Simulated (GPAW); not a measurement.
CdSe:

```
CELL_PARAMETERS angstrom
0.00000 3.07027 3.07027
3.07027 0.00000 3.07027
3.07027 3.07027 0.00000
ATOMIC_POSITIONS crystal
Cd 0.00000 0.00000 0.00000
Se 0.25000 0.25000 0.25000
```

Measurements of this composition are mostly on another form, of space group No. 186.

Base run:

| Quantity | Value |
| --- | --- |
| Program | GPAW 26.7.0 |
| Functional | PBE |
| Potentials or basis | GPAW PAW data sets (gpaw-data 1.2.1) |
| Cutoff | 450 eV |
| Basis | pw |
| k mesh | 6 × 6 × 6 |
| Occupations | fermi-dirac, width 0.05 eV |
| Spin | no spin polarisation |

Its results: band gap on the k mesh 0.54 eV, direct; pressure 0.3 GPa.

Question: The run is repeated on the same cell with these changes: functional from PBE to RPBE; potentials or basis from GPAW PAW data sets (gpaw-data 1.2.1) to the program's PAW data sets (release 1.2.1) made for this functional; cutoff from 450 eV to 500 eV. What comes out?

Answer: Band gap on the k mesh 0.72 eV, direct; pressure 2.7 GPa.

Caveats: the cutoff is short for stress and forces, so pressures can be off by a GPa or more.

